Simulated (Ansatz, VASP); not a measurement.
## Two plane-wave programs on WC (Qusongite)

```
CELL_PARAMETERS angstrom
2.96463 0.00000 0.00000
-1.48232 2.56744 0.00000
0.00000 0.00000 2.83660
ATOMIC_POSITIONS crystal
W 0.00000 0.00000 0.00000
C 0.66667 0.33333 0.50000
```

Alike in both runs: task single point; functional PBE; k mesh 9 × 9 × 8; occupations fermi-dirac, width 0.05 eV; no spin polarisation.

|  | VASP | Ansatz |
| --- | --- | --- |
| version | VASP 6.6.1 | Ansatz 0.2.0 |
| potentials or method | VASP PAW PBE potentials, release 64 (W_sv, C) | Ansatz PAW |
| plane-wave cutoff (eV) | 520 | 420 |
| valence electrons in the cell | 18 | 18 |

VASP gave:

```
gap on the k mesh at the Fermi level (eV)       : none
pressure (GPa)                                  : -7.5
largest component of the traceless stress (GPa) : 7.16
```

Question: What did Ansatz give for the same quantities?

Answer: gap on the k mesh at the Fermi level (eV): none; pressure (GPa): -8.5; largest component of the traceless stress (GPa): 6.93.

A gap of «none» marks a metal or a gap that the smearing closes.

Spin-orbit coupling is left out, which matters for the levels of W.
